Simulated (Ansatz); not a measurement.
# Hf2NOS MXene monolayer in a perpendicular field, part 3 of 3

Wanted: the out-of-plane response of the Hf2NOS MXene monolayer. A positive field points along +c.

Ansatz 0.2.0; plane-wave DFT, PBE-D3(BJ), Ansatz PAW.

So far. Step 8 (Single point, field 0.35 V/Å): The dipole is 0.171 e·Å, 0.119 e·Å from its value without field.

## Step 9: Response, atoms held

This step: plane-wave DFT, PBE-D3(BJ), Ansatz PAW; response to a field along the normal, atoms held (Ansatz 0.2.0).

The dipoles give the slope, and the difference of two potentials shows where the field is screened.

This step gave:

| Property | Result |
| --- | --- |
| equivalent conductor thickness p/(ε₀AE) | 6.549 Å |
| distance between the outer atoms | 5.171 Å |

Table of dipole of the cell by applied field:

```csv
applied field (V/Å),dipole of the cell (e·Å)
-0.200,-0.0154
-0.100,0.0185
0.000,0.0524
0.100,0.0863
0.200,0.120
0.350,0.171
```

Local field over the applied field, running mean. From the potentials at -0.1 and 0.1 V/Å; running mean over 2.5 Å. Local field over applied field against z:

```csv
z (Å),local field over applied field
4.5,0.999
5.0,0.998
5.5,0.993
6.0,0.978
6.5,0.936
7.0,0.839
7.5,0.684
8.0,0.505
8.5,0.325
9.0,0.172
9.5,0.0813
10.0,0.0491
10.5,0.0378
11.0,0.0389
11.5,0.0471
12.0,0.0522
12.5,0.0581
13.0,0.0894
13.5,0.156
14.0,0.270
14.5,0.423
15.0,0.596
15.5,0.757
16.0,0.883
16.5,0.957
17.0,0.986
17.5,0.996
18.0,0.999
18.5,1.000
19.0,1.000
```

Electrons, planar mean, per unit field. Induced electron density against z:

z (Å), induced electron density (e/Å³ per V/Å) and a bar from the least value:
```
      4.5    0.00000 ##############
      5.0    0.00001 ##############
      5.5    0.00003 ##############
      6.0    0.00009 ##############
      6.5    0.00030 ###############
      7.0    0.00087 ##################
      7.5    0.00219 #######################
      8.0    0.00378 ##############################
      8.5    0.00257 #########################
      9.0    0.00065 #################
      9.5    0.00054 ################
     10.0   -0.00058 ###########
     10.5   -0.00014 #############
     11.0    0.00025 ###############
     11.5    0.00029 ###############
     12.0   -0.00017 #############
     12.5   -0.00067 ###########
     13.0    0.00017 ###############
     13.5   -0.00010 #############
     14.0   -0.00204 #####
     14.5   -0.00237 ####
     15.0   -0.00324 
     15.5   -0.00160 #######
     16.0   -0.00059 ###########
     16.5   -0.00019 #############
     17.0   -0.00006 ##############
     17.5   -0.00002 ##############
     18.0    0.00000 ##############
     18.5    0.00000 ##############
     19.0    0.00000 ##############
```

By hand: between -0.1 and 0.1 V/Å the dipole changes by 0.06782 e·Å, a slope of 0.3391 e·Å²/V. A perfect conductor of thickness t has p = ε₀AEt, so t = 180.95 × 0.3391 / 9.370 = 6.55 Å (e/ε₀ = 180.95 V·Å, A in Å²).

The induced dipole is that of a conductor 6.55 Å thick.

## Step 10: A changed input: basis.ecutwfc = "400 eV" and scf.n_extra_bands = 32

This step: plane-wave DFT, PBE-D3(BJ), Ansatz PAW (Ansatz 0.2.0).

A run with a changed input: it repeats the earlier run at 0.1 V/Å with basis.ecutwfc to 400 eV and scf.n_extra_bands to 32.

Contents of input.yaml:

```yaml
crystal:
  lattice:
    - [3.2892523616, 0.0, 0.0]
    - [-1.6446261808, 2.8485761046, 0.0]
    - [0.0, 0.0, 23.1705263647]
  atoms:
    - { symbol: S, position: [0.3333333333, 0.6666666667, 0.3884244949] }
    - { symbol: Hf, position: [0.6666666667, 0.3333333333, 0.4570234271] }
    - { symbol: "N", position: [0.0, 0.0, 0.5152890703] }
    - { symbol: Hf, position: [0.3333333333, 0.6666666667, 0.5704616456] }
    - { symbol: O, position: [0.6666666667, 0.3333333333, 0.6115755051] }
kpoints:
  mp_grid: { grid: [18, 18, 1] }
  band_path:
    path: [[0, 0, 0], [0.5, 0, 0], [0.33333333, 0.33333333, 0], [0, 0, 0]]
    npoints: 16
hamiltonian:
  xc: pbe
  dispersion: d3bj
scf:
  occupations: { method: fermi_dirac, width: 0.02585 }
  convergence: { dr2_threshold: 1.0e-10 }
  n_extra_bands: 32
efield:
  axis: 3
  dipole_correction: true
  ramp_position: 0.9351
  ramp_width: 0.1188
  amplitude: 0.1
output:
  write_potential: true
  write_density: true
  volumetric_format: npy
basis:
  ecutwfc: "400 eV"
```

Command:

```bash
> ansatz run input.yaml --threads 4 --pin off --max-ram 6144MiB --backend cpu --events-out ev --progress --plain --runs-dir out
```

Numbers of over 12 decimals in the logs are rounded to 6 here.

The program printed:

```text
Warning: basis.ecutwfc = 400 eV is below the records' recommended 420 eV, and the density's cutoff is lower with it unless basis.ecutrho_ratio is high enough to keep the records' density cutoff: compare with a run at a higher cutoff
[...]
Crystal: 5 atoms, lattice volume = 217.101 Å³
Basis set: ecut = 400 eV, 4035 PW (Γ)
Bands: 67, of which v1, the nominal top of the filled ones, is band 35 counted from 1 (34 counted from 0)
Symmetry: 6 space group operations
[...]
k-points: 37 of 324 (time reversal used)
[...]
SCF iter   1: F=—  HF=-33309.349085 eV  |F-HF|=—  |Δ(HF+E_count)|=         —  Δρ=7.71e-2  dr2=1.61e1  ethr=3.10e-3  p=0.037 e·Å  D=3.12e-2 V/Å  ΔV_dip=-0.72 eV  dr2_dipole=1.20e-2  V_vac-E_F(+/−)=7.38/6.13 eV  ⟨swp⟩=8.0  Hψ=13159  notcnv=0  defer=504
[...]
SCF iter  14: F=-33304.989115 eV  HF=-33304.989115 eV  |F-HF|=7.28e-12  |Δ(HF+E_count)|=  2.76e-10  Δρ=1.00e-7  dr2=2.51e-11  ethr=1.00e-12  p=0.086 e·Å  D=7.19e-2 V/Å  ΔV_dip=-1.67 eV  dr2_dipole=4.81e-13  V_vac-E_F(+/−)=5.04/4.74 eV  ⟨swp⟩=3.2  Hψ=4469  notcnv=0
SCF 1 converged in 14 iterations: F = -33304.989115 eV  dr2 = 2.51e-11
[...]
SCF converged after 14 iterations
Free energy (F): -33304.989115 eV
[...]
Internal energy: -33304.983776 eV  (E = F + TS)
E sigma→0 (E₀):  -33304.986445 eV
Entropy (-TS):   -0.005339 eV (-1.068 meV/atom)
Fermi energy:    2.152098 eV
Dipole field:    D = 0.071921 V/Å  (p = 0.086289 e·Å, saw-weighted, corrected)
Work function:   not extracted (applied field tilts the vacuum); planar V_es + V_field profile in the machine report
[...]
--- Band table (eV; the first three rows and the last of 37) ---
  k-point 0: bands = [... 31 lower, -0.7095, 1.0463, 1.0463, 2.8266, 2.8638, 2.8638, 3.9779, 4.7469, ... 28 higher]
  k-point 1: bands = [... 31 lower, -0.6671, 0.8308, 0.9663, 2.7134, 2.9929, 3.0241, 4.0562, 4.7225, ... 28 higher]
  k-point 2: bands = [... 31 lower, -0.7588, 0.4366, 0.7964, 2.4627, 3.2957, 3.3013, 4.2367, 4.7101, ... 28 higher]
  k-point 36: bands = [... 31 lower, -2.2810, -1.3861, -0.8933, 3.4076, 3.6870, 4.3430, 5.3249, 5.5516, ... 28 higher]
```

Wall time 16 s (4 threads of Intel Xeon 6975P-C (Granite Rapids), shared host); peak memory 0.99 GiB; 60 s of CPU time.

This step gave:

```
energy at zero smearing : -33304.9864 eV
dipole along the normal : 0.08629 e·Å
```

Electronic bands along the path, in eV, zero at the Fermi level:

```csv
point,band 31,band 32,band 33,band 34,band 35,band 36,band 37,band 38
Γ,-3.93,-2.86,-1.11,-1.11,0.67,0.71,0.71,1.83
halfway,-4.17,-3.84,-2.56,-1.70,-0.45,1.77,2.07,2.29
M,-4.37,-4.26,-2.83,-1.89,-1.05,1.78,2.89,3.56
halfway,-4.63,-4.07,-3.29,-2.63,-0.01,2.27,2.34,3.00
K,-4.60,-4.43,-3.54,-3.05,1.26,1.53,2.19,3.17
halfway,-4.26,-3.78,-2.86,-2.15,0.47,0.66,2.61,2.82
Γ,-3.93,-2.86,-1.11,-1.11,0.67,0.71,0.71,1.83
```

```csv
quantity,this run,earlier run,difference
dipole along the normal (e·Å),0.08629,0.08632,-2.6e-5
```

The dipole moves by under 0.5 % or 5e-5 e·Å.

Of the bands kept, 1 crosses the Fermi level on this path.

## Step 11: Results

```yaml
gap_without_field: none
work_function_upper_face: 4.41 eV
step_between_the_vacuum_levels: -1.01 eV
equivalent_conductor_thickness_atoms_held: 6.55 Å
```

The induced dipole equals that of a perfect conductor 6.55 Å thick, while the outer atoms lie 5.17 Å apart. The two faces differ: the vacuum level above lies 1.01 eV lower than the one below. There is no gap over 0.03 eV, with or without the field. The first relaxation ran with spin and lost its moment, and the later runs have none; other magnetic states were not tried. Spin-orbit coupling is left out, which matters for the bands of elements this heavy. The MXene's terminations sit over the metal atoms of its far layer; the site over carbon or nitrogen, which some compounds prefer, was not run.

[Logs are printed without paths, hosts, clocks, repeated set-up lines and the standing remarks that a program may print on its own settings, such as how far it seeks lower states.]

[Hosts, paths, dates, database ids (printed as entryN), source tags and the programs' standing remarks are cut or masked in the printed files.]

[Maps of the electrostatic potential energy from Ansatz leave out the sawtooth potential of an applied field or a dipole correction, so their vacuum need not be flat; planar profiles and work functions include it.]
